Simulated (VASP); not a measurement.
# Quasiparticle energies of AlAs in VASP, part 3 of 6

Aim: the quasiparticle gap of AlAs, and what it costs to get it. The cell is of the zinc-blende type, one of the forms listed for this formula. The start is a cell from a database of measured crystal structures.

VASP 6.6.1, plane waves and PAW; the level of theory is named at each step.

So far, gap on the k-mesh (eV): step 2 (empty bands, functional PBE) 1.43.

### 3. evGW0 (continued)

Level of this step: evGW0 on PBE; plane waves and PAW (Al_GW, As_GW) (VASP).

Parts of OUTCAR (step 3):

```text
The static configuration has the point symmetry T_d .

 Found     16 irreducible k-points:

   k-points           NKPTS =     16   k-points in BZ     NKDIM =    216   number of bands    NBANDS=    296

   NELECT =       8.0000    total number of electrons

 E-fermi :   4.1464

 QP shifts <psi_nk| G(iteration)W_0 |psi_nk>: iteration 1
 for sc-GW calculations column KS-energies equals QP-energies in previous step
 and V_xc(KS)=  KS-energies - (<T + V_ion + V_H > + <T+V_H+V_ion>^1  + <V_x>^1)
 k-point   1 :       0.0000    0.0000    0.0000
  band No.  KS-energies  QP-energies   sigma(KS)   V_xc(KS)     V^pw_x(r,r')   Z            occupation Imag(sigma)
      1      -8.4377      -9.0186     -11.7808     -10.8967     -17.8966       0.6571       2.0000       1.0529
      2       3.4305       2.7253     -12.1968     -11.2748     -13.0719       0.7649       2.0000       0.0016
      3       3.4305       2.7253     -12.1968     -11.2748     -13.0719       0.7649       2.0000       0.0016
      4       3.4305       2.7253     -12.1968     -11.2748     -13.0719       0.7649       2.0000       0.0016
      5       5.4773       5.8002      -9.5266      -9.9441      -5.7848       0.7736       0.0000      -0.1167
      6       7.7140       7.8382      -8.9889      -9.1535      -4.6428       0.7546       0.0000      -0.1147
      7       7.7140       7.8382      -8.9889      -9.1535      -4.6428       0.7546       0.0000      -0.1147
      8       7.7140       7.8382      -8.9889      -9.1535      -4.6428       0.7546       0.0000      -0.1147
    ...

 k-point   2 :       0.1667    0.0000    0.0000
  band No.  KS-energies  QP-energies   sigma(KS)   V_xc(KS)     V^pw_x(r,r')   Z            occupation Imag(sigma)
      1      -8.1692      -8.7488     -11.8461     -10.9769     -17.8551       0.6667       2.0000       1.0157
      2       1.3327       0.6493     -11.4592     -10.5383     -12.9230       0.7421       2.0000       0.0177
      3       3.1670       2.4539     -12.0777     -11.1436     -13.0220       0.7634       2.0000       0.0024
      4       3.1670       2.4539     -12.0777     -11.1436     -13.0220       0.7634       2.0000       0.0024
      5       6.2486       6.4761      -9.3206      -9.6170      -5.4173       0.7674       0.0000      -0.1118
      6       8.1506       8.2783      -9.0800      -9.2500      -4.5945       0.7511       0.0000      -0.1224
      7       8.1506       8.2783      -9.0800      -9.2500      -4.5945       0.7511       0.0000      -0.1224
      8       8.6208       8.7636      -9.5764      -9.7668      -5.0886       0.7503       0.0000      -0.1338
    ...

 k-point   3 :       0.3333    0.0000    0.0000
  band No.  KS-energies  QP-energies   sigma(KS)   V_xc(KS)     V^pw_x(r,r')   Z            occupation Imag(sigma)
      1      -7.4895      -8.0500     -12.0731     -11.2440     -17.8011       0.6761       2.0000       0.9103
      2      -1.0645      -1.7886     -11.0083      -9.9833     -13.6851       0.7064       2.0000       0.1156
      3       2.7659       2.0348     -11.9845     -11.0209     -13.0811       0.7588       2.0000       0.0058
      4       2.7659       2.0348     -11.9845     -11.0209     -13.0811       0.7588       2.0000       0.0058
      5       5.7928       5.9697      -9.0548      -9.2839      -5.2480       0.7724       0.0000      -0.1078
      6       8.2894       8.3939      -8.8094      -8.9481      -4.3000       0.7532       0.0000      -0.1265
      7       8.2894       8.3939      -8.8094      -8.9481      -4.3000       0.7532       0.0000      -0.1265
      8      10.9285      10.9600      -8.9882      -9.0312      -3.7354       0.7347       0.0000      -0.2437
    ...

 QP shifts <psi_nk| G(iteration)W_0 |psi_nk>: iteration 2
 k-point   1 :       0.0000    0.0000    0.0000
  band No. old QP-enery  QP-energies   sigma(KS)   T+V_ion+V_H  V^pw_x(r,r')   Z            occupation Imag(sigma)
      1      -9.0186      -9.2134     -11.7740       2.4590     -17.8966       0.6570       2.0000       1.0311
      2       2.7253       2.6033     -12.1391      14.7054     -13.0719       0.7672       2.0000       0.0039
      3       2.7253       2.6033     -12.1391      14.7054     -13.0719       0.7672       2.0000       0.0039
      4       2.7253       2.6033     -12.1391      14.7054     -13.0719       0.7672       2.0000       0.0039
      5       5.8002       5.8081      -9.6109      15.4213      -5.7848       0.7746       0.0000      -0.1196
      6       7.8382       7.8393      -9.0277      16.8674      -4.6428       0.7552       0.0000      -0.1162
      7       7.8382       7.8393      -9.0277      16.8674      -4.6428       0.7552       0.0000      -0.1162
      8       7.8382       7.8393      -9.0277      16.8674      -4.6428       0.7552       0.0000      -0.1162
    ...

 QP shifts <psi_nk| G(iteration)W_0 |psi_nk>: iteration 3
 k-point   1 :       0.0000    0.0000    0.0000
  band No. old QP-enery  QP-energies   sigma(KS)   T+V_ion+V_H  V^pw_x(r,r')   Z            occupation Imag(sigma)
      1      -9.2134      -9.2723     -11.7619       2.4590     -17.8966       0.6581       2.0000       1.0354
      2       2.6033       2.5790     -12.1336      14.7054     -13.0719       0.7681       2.0000       0.0040
      3       2.6033       2.5790     -12.1336      14.7054     -13.0719       0.7681       2.0000       0.0040
      4       2.6033       2.5790     -12.1336      14.7054     -13.0719       0.7681       2.0000       0.0040
      5       5.8081       5.8030      -9.6198      15.4213      -5.7848       0.7748       0.0000      -0.1199
      6       7.8393       7.8355      -9.0331      16.8674      -4.6428       0.7556       0.0000      -0.1164
      7       7.8393       7.8355      -9.0331      16.8674      -4.6428       0.7556       0.0000      -0.1164
      8       7.8393       7.8355      -9.0331      16.8674      -4.6428       0.7556       0.0000      -0.1164
    ...

 QP shifts <psi_nk| G(iteration)W_0 |psi_nk>: iteration 4
 k-point   1 :       0.0000    0.0000    0.0000
  band No. old QP-enery  QP-energies   sigma(KS)   T+V_ion+V_H  V^pw_x(r,r')   Z            occupation Imag(sigma)
      1      -9.2723      -9.2886     -11.7561       2.4590     -17.8966       0.6568       2.0000       1.0387
      2       2.5790       2.5738     -12.1332      14.7054     -13.0719       0.7679       2.0000       0.0040
      3       2.5790       2.5738     -12.1332      14.7054     -13.0719       0.7679       2.0000       0.0040
      4       2.5790       2.5738     -12.1332      14.7054     -13.0719       0.7679       2.0000       0.0040
      5       5.8030       5.8010      -9.6209      15.4213      -5.7848       0.7748       0.0000      -0.1200
      6       7.8355       7.8340      -9.0339      16.8674      -4.6428       0.7557       0.0000      -0.1164
      7       7.8355       7.8340      -9.0339      16.8674      -4.6428       0.7557       0.0000      -0.1164
      8       7.8355       7.8340      -9.0339      16.8674      -4.6428       0.7557       0.0000      -0.1164
    ...

[... 7 parts as in an earlier step ...]

[... 26 further parts left out ...]
```

This step gave:

* quasiparticle gap on the mesh: 2.225 eV
* smallest direct quasiparticle gap on the mesh: 3.227 eV
* gap of the starting orbitals on the mesh: 1.432 eV

QP gap by iteration, by row:

```tsv
iteration	gap (eV)	direct gap (eV)
1	2.102	3.075
2	2.204	3.205
3	2.222	3.224
4	2.225	3.227
```

GW takes the gap from 1.432 to 2.225 eV. The last pass still moved it by +3 meV. Spin-orbit coupling is left out. The value holds for 296 bands, ENCUTGW = 200 eV and this mesh, and isn't shown to be converged in them.

[end of part 3 of 6]

[Lines on the potential files, build, host, timing and source positions are cut from VASP's logs without a mark.]

[Logs are printed without paths, hosts, clocks, repeated set-up lines and the standing remarks that a program may print on its own settings, such as how far it seeks lower states.]

[Hosts, paths, dates, database ids (printed as entryN), source tags and the programs' standing remarks are cut or masked in the printed files.]

[Pressures printed for these runs are not shown converged in the cutoff: they can be off by several GPa and have the wrong sign.]

[In band tables of VASP the shares of atoms and orbitals are scaled to a sum of 1 inside the atoms' spheres.]
